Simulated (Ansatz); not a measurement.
# Te: the cost of one run

Computed with Ansatz 0.2.0 (DFT PBE, scalar-relativistic, plane waves, PAW, unless a step's input says otherwise).

1 further run of the same task is left out (it didn't finish).

## Step 1: The system as given

It takes space group P3_121 (No. 152, trigonal). Conventional cell: a = 4.458 Å, b = 4.458 Å, c = 5.925 Å, α = 90.00°, β = 90.00°, γ = 120.00°. Te (site symmetry 2) has 2 Te at 2.79 Å as nearest neighbours.

Structure file:

```cif
data_structure
_symmetry_space_group_name_H-M 'P 1'
_symmetry_Int_Tables_number 1
_cell_length_a 4.4580
_cell_length_b 4.4580
_cell_length_c 5.9250
_cell_angle_alpha 90.000
_cell_angle_beta 90.000
_cell_angle_gamma 120.000
_cell_volume 101.98
loop_
_atom_site_label
_atom_site_type_symbol
_atom_site_fract_x
_atom_site_fract_y
_atom_site_fract_z
_atom_site_occupancy
Te1 Te 0.74500 0.00000 0.33333 1
Te2 Te 0.00000 0.74500 0.66667 1
Te3 Te 0.25500 0.25500 0.00000 1
```

The structure comes from the Crystallography Open Database.

## Step 2: A distortion of lower symmetry

What differs from the listed cell: strain xx, yy, zz, yz, xz, xy = +5.4, +5.4, +3.9, +0.0, +0.0, +0.0 %; atoms moved by 0.03 Å root mean square, at most 0.03 Å.

Input file input.yaml:

```yaml
crystal:
  lattice:
    - [4.7006483692, 0.0, 0.0]
    - [-2.3503241847, 4.070880902, 0.0]
    - [0.0, 0.0, 6.15862275]
  atoms:
    - { symbol: Te, position: [0.7462881471, -0.0059922925, 0.3333333333] }
    - { symbol: Te, position: [0.0059922925, 0.7522804396, 0.6666666667] }
    - { symbol: Te, position: [0.2477195604, 0.2537118529, 0.0] }
basis:
  ecutwfc: 420
kpoints:
  mp_grid: { grid: [9, 9, 6] }
hamiltonian:
  xc: pbe
scf:
  occupations: { method: gaussian, width: 0.05 }
output:
  forces: true
  stress: true
  eigenvalues: true
  populations: true
```

Command:

```
$ ansatz run input.yaml --threads 1 --pin off --max-ram 1331MiB --backend cpu --events-out ev --progress --plain --runs-dir out
```

**Question.** How long does this run take on 1 thread of an x86-64 CPU, shared host, and how much memory does it need?

About 25 s, with a peak of 0.55 GiB.
